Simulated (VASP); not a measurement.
Input of a VASP 6.6.1 run:

INCAR

```
SYSTEM = Y
PREC     = Accurate       ! precision mode
ENCUT    = 520            ! plane-wave cutoff, eV
EDIFF    = 1E-6           ! SCF threshold, eV
ISMEAR   = -1             ! smearing method
SIGMA    = 0.1            ! smearing width, eV
LREAL    = .False.        ! projectors in reciprocal space
LASPH    = .True.         ! aspherical terms in the spheres
NELM     = 80             ! most SCF steps
ALGO     = Normal         ! electronic algorithm
ISIF     = 2              ! what is computed and relaxed
LWAVE    = .False.        ! write WAVECAR
LCHARG   = .False.        ! write CHGCAR
GGA      = B5             ! functional
ALDAX    = 1.0          
AGGAX    = 1.0          
AGGAC    = 1.0          
ALDAC    = 0.0          
NBANDS   = 12             ! bands
```

KPOINTS

```
regular mesh
0
Gamma
  17 17 17
  0 0 0
```

POSCAR

```
Y
1.0
    0.0000000000      2.5578048788      2.5578048788
    2.5578048788      0.0000000000      2.5578048788
    2.5578048788      2.5578048788      0.0000000000
Y
1
Direct
    0.0000000000      0.0000000000      0.0000000000
```

Potentials or basis: VASP PAW PBE potentials, release 64 (Y_sv).

Launch:

```sh
$ cat potpaw_PBE.64/Y_sv/POTCAR > POTCAR
$ mpirun -np 1 vasp_std > vasp.out
```

Problem. Predict the band gap on the k mesh.

Solution. None (metal or under the smearing width).

Problem. Predict the pressure.

Solution. -0.1 GPa.

Caveat: the PAW data sets were made with another functional, which shifts forces and pressure a little.
